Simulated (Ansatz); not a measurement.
## Cost and result for the equilibrium volume of Ru

Symmetry: P6_3/mmc, No. 194, hexagonal system. Conventional cell: a = 2.706 Å, b = 2.706 Å, c = 4.282 Å, α = 90.00°, β = 90.00°, γ = 120.00°. Ru (site symmetry -6m2) is surrounded by 12 Ru at 2.65 to 2.71 Å.

```csv
rung,level,program and potentials,cutoff (eV),k mesh,smearing,core time,chip,equilibrium volume (Å³/atom),notes
GGA,RPBE,"Ansatz, Ansatz PAW",420,11 × 11 × 6,fermi-dirac 0.05,11 s,Arm Neoverse V1,13.97,"potentials made for PBE, which Ansatz adapts in part"
GGA,revPBE,"Ansatz, Ansatz PAW",420,11 × 11 × 6,fermi-dirac 0.05,11 s,Arm Neoverse V1,13.91,"potentials made for PBE, which Ansatz adapts in part"
GGA,PBEsol,"Ansatz, Ansatz PAW",420,11 × 11 × 6,fermi-dirac 0.05,11 s,Arm Neoverse V1,13.32,"potentials made for PBE, which Ansatz adapts in part"
GGA,PBE,"Ansatz, Ansatz PAW",420,11 × 11 × 6,fermi-dirac 0.05,11 s,Arm Neoverse V1,13.77,-
LDA,LDA,"Ansatz, Ansatz PAW",420,11 × 11 × 6,fermi-dirac 0.05,12 s,Arm Neoverse V1,13.09,"potentials made for PBE, which Ansatz adapts in part"
GGA,BLYP,"Ansatz, Ansatz PAW",420,11 × 11 × 6,fermi-dirac 0.05,13 s,Arm Neoverse V1,14.42,"potentials made for PBE, which Ansatz adapts in part"
meta-GGA + dispersion,r2SCAN+D3(BJ),"Ansatz, Ansatz PAW",500,11 × 11 × 6,fermi-dirac 0.05,19 s,Arm Neoverse V2,13.35,"potentials made for PBE, which Ansatz adapts in part"
meta-GGA + dispersion,r2SCAN+D3(BJ)+ATM,"Ansatz, Ansatz PAW",500,11 × 11 × 6,fermi-dirac 0.05,20 s,Arm Neoverse V2,13.42,"potentials made for PBE, which Ansatz adapts in part"
meta-GGA + dispersion,r2SCAN+D4,"Ansatz, Ansatz PAW",500,11 × 11 × 6,fermi-dirac 0.05,20 s,Arm Neoverse V2,13.42,"potentials made for PBE, which Ansatz adapts in part"
meta-GGA,r2SCAN,"Ansatz, Ansatz PAW",500,11 × 11 × 6,fermi-dirac 0.05,23 s,Arm Neoverse V1,13.49,"potentials made for PBE, which Ansatz adapts in part"
meta-GGA + dispersion,r2SCAN+rVV10,"Ansatz, Ansatz PAW",500,11 × 11 × 6,fermi-dirac 0.05,27 s,Arm Neoverse V2,13.39,"potentials made for PBE, which Ansatz adapts in part"
```

Times are single runs on shared hosts and different chips, so they are rough; meshes, cutoffs and the tasks' sizes weigh on the time. Task: relaxation of cell and atoms. All rows: no spin polarisation. Smearing widths are in eV. For a metal such meshes aren't converged. Meshes are those of the run's cell of 2 atoms unless a note names another. Relaxations start from the cell shown or near it and stop with a little pressure left. Runs on faulty files, with rough fits or with known faults for this quantity aren't shown. No row holds spin-orbit coupling.

By rung: LDA 13.09; GGA 13.32 to 14.42; meta-GGA + dispersion 13.35 to 13.42; meta-GGA 13.49 (Å³/atom).
